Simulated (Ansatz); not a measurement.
Relaxing indium (diamond)

All numbers below come from DFT, revPBE, plane waves (420 eV) with PAW, scalar-relativistic in Ansatz 0.2.0. (PAW data from PBE, frozen cores regenerated.)

k-point mesh 8×8×8, Fermi-Dirac smearing 0.1 eV, no spin polarisation. Cell and atoms relax.

Starting structure:

```
In
1.0
     0.00000    3.28019    3.28019
     3.28019    0.00000    3.28019
     3.28019    3.28019    0.00000
In
2
Cartesian
  0.8200 0.8200 0.8200
  5.7403 5.7403 5.7403
```

Problem. The pressure at the start is 3.0 GPa. By how much does the volume change?

Solution. From 35.29 to 39.76 Å³ per atom, 12.7 %. The final cell has a = 6.826 Å.

Problem. How much energy does the relaxation gain?

Solution. 36.4 meV per atom.
